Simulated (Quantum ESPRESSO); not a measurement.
# SrO (Fm-3m) in Quantum ESPRESSO: notebook, part 2 of 2

Quantum ESPRESSO 7.5. The steps go on from the part before.

## (3) Phonons, LDA

pw.in reads:

```
&CONTROL
  calculation = 'scf'
  prefix = 'pwscf'
  outdir = './tmp'
  pseudo_dir = './pseudo'
  tprnfor = .true.
  tstress = .true.
  disk_io = 'low'
/
&SYSTEM
  ibrav = 0
  nat = 2
  ntyp = 2
  ecutwfc = 45
  ecutrho = 360
  nbnd = 14
  occupations = 'smearing'
  smearing = 'fd'
  degauss = 0.00367493
/
&ELECTRONS
  conv_thr = 4d-10
  electron_maxstep = 120
  mixing_beta = 0.5
/
ATOMIC_SPECIES
Sr    87.6200 sr_lda_v1.uspp.F.UPF
O     15.9990 o_lda_v1.2.uspp.F.UPF
CELL_PARAMETERS angstrom
   0.0000000000    2.5663000000    2.5663000000
   2.5663000000    0.0000000000    2.5663000000
   2.5663000000    2.5663000000    0.0000000000
ATOMIC_POSITIONS angstrom
Sr     2.5663000000    2.5663000000    2.5663000000
O      0.0000000000    0.0000000000    0.0000000000
K_POINTS automatic
4 4 4 1 1 1
```

relax.in reads:

```
&CONTROL
  calculation = 'vc-relax'
  prefix = 'pwscf'
  outdir = './tmp'
  pseudo_dir = './pseudo'
  tprnfor = .true.
  tstress = .true.
  disk_io = 'low'
  nstep = 40
  forc_conv_thr = 0.0001
  etot_conv_thr = 1d-06
/
&SYSTEM
  ibrav = 0
  nat = 2
  ntyp = 2
  ecutwfc = 45
  ecutrho = 360
  nbnd = 14
  occupations = 'smearing'
  smearing = 'fd'
  degauss = 0.00367493
/
&ELECTRONS
  conv_thr = 4d-10
  electron_maxstep = 120
  mixing_beta = 0.5
/
&IONS
  ion_dynamics = 'bfgs'
/
&CELL
  cell_dynamics = 'bfgs'
  press = 0
  press_conv_thr = 0.2
/
ATOMIC_SPECIES
Sr    87.6200 sr_lda_v1.uspp.F.UPF
O     15.9990 o_lda_v1.2.uspp.F.UPF
CELL_PARAMETERS angstrom
   0.0000000000    2.5663000000    2.5663000000
   2.5663000000    0.0000000000    2.5663000000
   2.5663000000    2.5663000000    0.0000000000
ATOMIC_POSITIONS angstrom
Sr     2.5663000000    2.5663000000    2.5663000000
O      0.0000000000    0.0000000000    0.0000000000
K_POINTS automatic
4 4 4 1 1 1
```

scf2.in reads:

```
&CONTROL
  calculation = 'scf'
  prefix = 'pwscf'
  outdir = './tmp'
  pseudo_dir = './pseudo'
  tprnfor = .true.
  tstress = .true.
  disk_io = 'low'
/
&SYSTEM
  ibrav = 0
  nat = 2
  ntyp = 2
  ecutwfc = 45
  ecutrho = 360
  nbnd = 14
  occupations = 'fixed'
/
&ELECTRONS
  conv_thr = 1d-13
  electron_maxstep = 120
  mixing_beta = 0.5
  startingpot = 'file'
  startingwfc = 'file'
/
ATOMIC_SPECIES
Sr    87.6200 sr_lda_v1.uspp.F.UPF
O     15.9990 o_lda_v1.2.uspp.F.UPF
CELL_PARAMETERS angstrom
   0.0000000000    2.5327083502    2.5327083502
   2.5327083502    0.0000000000    2.5327083502
   2.5327083502    2.5327083502    0.0000000000
ATOMIC_POSITIONS angstrom
Sr     2.5327083502    2.5327083502    2.5327083502
O      0.0000000000    0.0000000000    0.0000000000
K_POINTS automatic
4 4 4 1 1 1
```

ph.in reads:

```
phonons of SrO
&INPUTPH
  prefix = 'pwscf'
  outdir = './tmp'
  tr2_ph = 1d-18
  fildyn = 'dyn'
  niter_ph = 90
  alpha_mix(1) = 0.7
  epsil = .true.
/
0.0000000000 0.0000000000 0.0000000000
```

dynmat.in reads:

```
&INPUT
  fildyn = 'dyn'
  asr = 'crystal'
  lperm = .true.
  filout = 'dynmat.disp'
  fileig = 'dynmat.eig'
/
```

dynmat_lo.in reads:

```
&INPUT
  fildyn = 'dyn'
  asr = 'crystal'
  filout = 'dynmat_lo.disp'
  fileig = 'dynmat_lo.eig'
  q(1) = 0
  q(2) = 0
  q(3) = 1
/
```

Potentials or basis: GBRV 1.5 LDA.

Started as:

```
OMP_NUM_THREADS=1 pw.x -in pw.in > pw.out
OMP_NUM_THREADS=1 pw.x -in relax.in > relax.out
OMP_NUM_THREADS=1 pw.x -in scf2.in > scf2.out
OMP_NUM_THREADS=1 ph.x -in ph.in > ph.out
OMP_NUM_THREADS=1 dynmat.x -in dynmat.in > dynmat.out
OMP_NUM_THREADS=1 dynmat.x -in dynmat_lo.in > dynmat_lo.out
```

pw.out:

```text
This program is part of the open-source Quantum ESPRESSO suite
     for quantum simulation of materials; please cite
[... 9 lines left out ...]
     --------------------
     sticks:   dense  smooth     PW     G-vecs:    dense   smooth      PW
     Sum        1159     583    187                26301     9377    1639

     Using Slab Decomposition

     bravais-lattice index     =            0
     lattice parameter (alat)  =       6.8584  a.u.
     unit-cell volume          =     228.1124 (a.u.)^3
     number of atoms/cell      =            2
     number of atomic types    =            2
     number of electrons       =        16.00
     number of Kohn-Sham states=           14
     kinetic-energy cutoff     =      45.0000  Ry
     charge density cutoff     =     360.0000  Ry
     scf convergence threshold =      4.0E-10
     mixing beta               =       0.5000
     number of iterations used =            8  plain     mixing
     Exchange-correlation= SLA  PZ   NOGX NOGC
                           (   1   1   0   0   0   0   0)

     celldm(1)=   6.858376  celldm(2)=   0.000000  celldm(3)=   0.000000
     celldm(4)=   0.000000  celldm(5)=   0.000000  celldm(6)=   0.000000

     crystal axes: (cart. coord. in units of alat)
               a(1) = (   0.000000   0.707107   0.707107 )
               a(2) = (   0.707107   0.000000   0.707107 )
               a(3) = (   0.707107   0.707107   0.000000 )

     reciprocal axes: (cart. coord. in units 2 pi/alat)
               b(1) = ( -0.707107  0.707107  0.707107 )
               b(2) = (  0.707107 -0.707107  0.707107 )
               b(3) = (  0.707107  0.707107 -0.707107 )

     PseudoPot. # 1 for Sr read from file:
     sr_lda_v1.uspp.F.UPF
     Pseudo is Ultrasoft + core correction, Zval = 10.0
     Generated by new atomic code, or converted to UPF format
     Using radial grid of  883 points,  6 beta functions with:
                l(1) =   0
                l(2) =   0
                l(3) =   1
                l(4) =   1
                l(5) =   2
                l(6) =   2
     Q(r) pseudized with  6 coefficients,  rinner =    1.400   1.400   1.400
                                                       1.400   1.400

     PseudoPot. # 2 for O  read from file:
     o_lda_v1.2.uspp.F.UPF
     Pseudo is Ultrasoft + core correction, Zval =  6.0
     Generated by new atomic code, or converted to UPF format
     Using radial grid of  737 points,  5 beta functions with:
                l(1) =   0
[... 23 lines left out ...]
        k(    3) = (  -0.2651650  -0.2651650   0.4419417), wk =   0.1875000
        k(    4) = (  -0.0883883  -0.0883883   0.2651650), wk =   0.1875000
        k(    5) = (   0.4419417   0.0883883   0.0883883), wk =   0.1875000
        k(    6) = (  -0.0883883  -0.4419417   0.6187184), wk =   0.3750000
        k(    7) = (   0.0883883  -0.2651650   0.4419417), wk =   0.3750000
        k(    8) = (  -0.6187184   0.0883883   0.0883883), wk =   0.1875000
        k(    9) = (   0.2651650   0.2651650   0.2651650), wk =   0.0625000
        k(   10) = (  -0.2651650  -0.2651650   0.7954951), wk =   0.1875000

     Dense  grid:    26301 G-vectors     FFT dimensions: (  45,  45,  45)

     Smooth grid:     9377 G-vectors     FFT dimensions: (  30,  30,  30)

     Check: negative core charge=   -0.000002

     Initial potential from superposition of free atoms

     starting charge      15.9730, renormalised to      16.0000

     negative rho (up, down):  6.225E-02 0.000E+00
     Starting wfcs are   17 randomized atomic wfcs

     Self-consistent Calculation

     iteration #  1     ecut=    45.00 Ry     beta= 0.50
     Davidson diagonalization with overlap
     ethr =  1.00E-02,  avg # of iterations =  2.3

     negative rho (up, down):  6.279E-02 0.000E+00
[... 85 lines left out ...]
     iteration # 11     ecut=    45.00 Ry     beta= 0.50
     Davidson diagonalization with overlap
     ethr =  1.66E-10,  avg # of iterations =  1.9

     negative rho (up, down):  6.500E-02 0.000E+00

     End of self-consistent calculation

          k = 0.0884 0.0884 0.0884 (  1185 PWs)   bands (ev):

   -24.3559  -7.4345  -6.0411  -6.0411  -5.6693   7.2213   7.4932   7.4932
    12.2642  13.7021  14.1862  14.1862  16.5340  16.5340

          k = 0.2652 0.2652-0.0884 (  1165 PWs)   bands (ev):

   -24.2730  -8.2072  -6.2474  -6.0620  -5.0501   6.0680   6.7661   7.2336
    13.5160  14.2790  15.2286  16.1023  18.0490  18.4046

          k =-0.2652-0.2652 0.4419 (  1164 PWs)   bands (ev):
[... 16 lines left out ...]
   -24.1921  -7.9241  -6.7163  -6.4811  -5.4210   6.5720   7.1315   7.2181
    12.7781  14.8316  16.5415  18.2477  19.0500  20.4887

          k = 0.0884-0.2652 0.4419 (  1157 PWs)   bands (ev):

   -24.2250  -8.2547  -6.4196  -6.2137  -5.1448   6.1248   6.7600   7.1819
    13.1752  14.8061  16.6500  16.8014  18.8669  19.7587

          k =-0.6187 0.0884 0.0884 (  1160 PWs)   bands (ev):

   -24.1934  -7.5846  -6.7703  -6.3772  -5.9884   7.1148   7.3393   7.4583
    11.3538  15.6373  16.9505  18.0796  18.6065  19.8104

          k = 0.2652 0.2652 0.2652 (  1161 PWs)   bands (ev):
[... 6 lines left out ...]
   -24.2050  -8.2528  -6.6034  -6.2045  -5.1623   6.1409   6.7828   7.1089
    13.7894  14.5911  16.8880  16.9712  19.2830  20.4995

     the Fermi energy is     9.5356 ev

!    total energy              =    -102.77403645 Ry
     estimated scf accuracy    <          3.4E-10 Ry
     smearing contrib. (-TS)   =       0.00000000 Ry
     internal energy E=F+TS    =    -102.77403645 Ry

     The total energy is F=E-TS. E is the sum of the following terms:
     one-electron contribution =     -16.03081463 Ry
     hartree contribution      =      16.58166866 Ry
     xc contribution           =     -25.55470920 Ry
     ewald contribution        =     -77.77018127 Ry

     convergence has been achieved in  11 iterations

     negative rho (up, down):  6.500E-02 0.000E+00

     Forces acting on atoms (cartesian axes, Ry/au):

     atom    1 type  1   force =    -0.00000000    0.00000000    0.00000000
     atom    2 type  2   force =    -0.00000000    0.00000000    0.00000000

     Total force =     0.000000     Total SCF correction =     0.000000

     Computing stress (Cartesian axis) and pressure

     negative rho (up, down):  6.500E-02 0.000E+00
          total   stress  (Ry/bohr**3)                   (kbar)     P=      -37.74
  -0.00025658  -0.00000000   0.00000000          -37.74       -0.00        0.00
   0.00000000  -0.00025658  -0.00000000            0.00      -37.74       -0.00
   0.00000000   0.00000000  -0.00025658            0.00        0.00      -37.74

=------------------------------------------------------------------------------=
   JOB DONE.
=------------------------------------------------------------------------------=
```

Run time: 1.7 min. Hardware: 1 thread of Arm Neoverse V2, shared host; peak memory 0.12 GiB.

What came out:

| Quantity | Value |
| --- | --- |
| Free energy | -1398.3272 eV |
| Relaxed volume | 16.25 Å³/atom |
| Relaxed cell | a = 3.582 Å, b = 3.582 Å, c = 3.582 Å, α = 60.00°, β = 60.00°, γ = 60.00° |
| Space group after relaxing (to 0.05 Å) | Fm-3m (No. 225) |
| Pressure after relaxing | 0.0 GPa |
| Electronic dielectric tensor (diagonal) | 3.84 |
| Born charges (mean of the diagonal) | Sr +2.47; O -2.46 e |
| Highest phonon frequency at Γ, LO-TO splitting left out | 219 cm⁻¹ |
| Static dielectric tensor (diagonal) | 18.09 |

The path:
| step | energy change (eV) | largest force (eV/Å) | pressure (GPa) | volume (Å³) |
| --- | --- | --- | --- | --- |
| 1 | 0.0000 | 0.0000 | -3.77 | 33.80 |
| 2 | -0.0117 | 0.0000 | -2.02 | 33.16 |
| 3 | -0.0158 | 0.0000 | 0.16 | 32.44 |
| 4 | -0.0158 | 0.0000 | -0.01 | 32.49 |
| 5 | -0.0158 | 0.0000 | 0.00 | 32.49 |

Final structure:
```xyz
2
Lattice="0.0000 2.5327 2.5327 2.5327 0.0000 2.5327 2.5327 2.5327 0.0000" Properties=species:S:1:pos:R:3 pbc="T T T"
Sr    2.5327    2.5327    2.5327
O     0.0000    0.0000    0.0000
```

Phonon frequencies in cm⁻¹ (negative: imaginary):
```tsv
q point	frequencies
(0.000, 0.000, 0.000)	-10 -10 -10 219 219 219
```

Electronic dielectric tensor:
```
3.84 0.00 0.00
0.00 3.84 0.00
0.00 0.00 3.84
```

Born effective charge tensors (e):
atom 1, Sr
```
2.47 0.00 0.00
0.00 2.47 0.00
0.00 0.00 2.47
```
atom 2, O
```
-2.46  0.00  0.00
 0.00 -2.46  0.00
 0.00  0.00 -2.46
```

Optical modes at Γ, degenerate ones joined, polar ones without the macroscopic field:
| cm⁻¹ | components | symmetry | active in | IR intensity, summed ((D/Å)²/amu) |
| --- | --- | --- | --- | --- |
| 219 | 3 | T1u | IR | 31.13 |

Zone-centre frequencies without and with the macroscopic field along z (cm⁻¹):
```
                optical modes in rising order
       without                    219 219 219
with the field                    219 219 475
```

Static dielectric tensor, electrons and zone-centre modes:
```
18.09  0.00  0.00
 0.00 18.09  0.00
 0.00  0.00 18.09
```
